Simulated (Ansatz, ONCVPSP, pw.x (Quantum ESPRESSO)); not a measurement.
**gallium: does the ONCV potential hold in the solid?**

ONCVPSP 4.0.1.1 (patched build) input, shortened (lines: element, Z, core and valence counts, functional; n l f; lmax; l rc ep ncon nbas qcut; lloc lpopt rc5 dvloc0; l nproj debl; icmod fcfact rcfact), PBE, scalar-relativistic:

```
  Ga 31.00    6    2        4      upf
    1    0    2.00
    2    0    2.00
    2    1    6.00
    3    0    2.00
    3    1    6.00
    3    2   10.00
    4    0    2.00
    4    1    1.00
    2
    0    1.55    0.00    4    9    3.90
    1    2.85    0.00    3    7    2.90
    2    3.00    0.06    4    8    3.30
    4    5    1.20    0.00
    0    2    2.30
    1    2    2.10
    2    2    1.70
    0    0.00    0.00
```

Crystal test: fcc Ga in pw.x 7.5, no spin, 13³ k-points, Fermi–Dirac smearing 0.01 Ry, cutoffs 40/160 Ry. The reference is all-electron LAPW (Ansatz 0.2.0) with the same functional, mesh and smearing; V0 and B0 come from Birch–Murnaghan fits to the pressures at five volumes. Errors are pseudo minus all-electron; Δ is the rms difference of the E(V) curves that follow from these fits, minima aligned, over ±6 % about the mean V0. Mesh and smearing are coarse, so the numbers serve the comparison and aren't converged zero-temperature values; the lattice is a test structure that the element need not adopt.

All-electron: a0 = 4.236 Å (V0 = 19.00 Å³/atom), B0 = 48.8 GPa.

Task: How far does the potential miss the all-electron equation of state?

Result: mean pressure error (GPa): +0.17; a0 (Å): 4.240; a0 error (%): +0.11; B0 error (%): +5.5; Δ (meV/atom): 0.8. The largest radius (3.00 bohr) exceeds half the bond length (2.83 bohr), so the spheres overlap, which is one possible source of error among others.

```
V (Å³/atom)  P all-electron (GPa)  P pseudo (GPa)
     18.074                  2.74            3.10
     18.549                  1.23            1.49
     19.025                 -0.07            0.10
     19.501                 -1.20           -1.12
     19.976                 -2.17           -2.17
```

Task: At the middle volume, how do free energy and pressure move when the wave cutoff is lowered (ecutrho kept at four times it)?

Result:

```tsv
cutoff (Ry)	shift of F (meV/atom)	shift of P (GPa)
18	+9.7	-0.19
24	+7.2	-0.02
32	+1.3	-0.07
```

The run at the middle volume (84 k-points, 6 iterations) took about 3.5 s on one core of a shared host (Neoverse-V2, 32 threads, 247 GiB, load 12).
